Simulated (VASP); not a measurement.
TaS2, 3 atoms in the cell. It takes space group P-3m1 (No. 164, trigonal). Conventional cell: a = 3.350 Å, b = 3.350 Å, c = 5.860 Å, α = 90.00°, β = 90.00°, γ = 120.00°. Ta (site symmetry -3m) has 6 S at 2.43 Å as nearest neighbours. S (site symmetry 3m) is surrounded by 3 Ta at 2.43 Å. 

| Quantity | Value |
| --- | --- |
| Program | VASP 6.6.1 |
| Task | relaxation of cell and atoms |
| Functional | optPBE-vdW |
| Potentials or basis | VASP PAW PBE potentials, release 64 (Ta_pv, S) |
| Cutoff | 600 eV |
| k mesh | 7 × 7 × 4 |
| Occupations | gaussian, width 0.05 eV |
| Spin | spin-orbit coupling, no magnetisation |
| Further INCAR settings | ALGO = Normal; EDIFF = 1e-06; IBRION = 2; EDIFFG = -0.02; NSW = 60; ISIF = 3 |

Potentials or basis: VASP PAW PBE potentials, release 64 (Ta_pv, S).

Launch:

```console
$ cat potpaw_PBE.64/Ta_pv/POTCAR potpaw_PBE.64/S/POTCAR > POTCAR
$ mpirun -np 1 vasp_ncl > vasp.out
```

Hardware: 1 thread of AMD EPYC 7R43 64-Core Processor (Zen 3), with other jobs on the host.

Q: How long does it take, and how much memory?

A: It took 23 min on 1 thread of AMD EPYC 7R43 64-Core Processor (Zen 3) (shared host), peak memory 0.64 GiB. Counts: scf iterations 59, k points 28, ion steps 7.
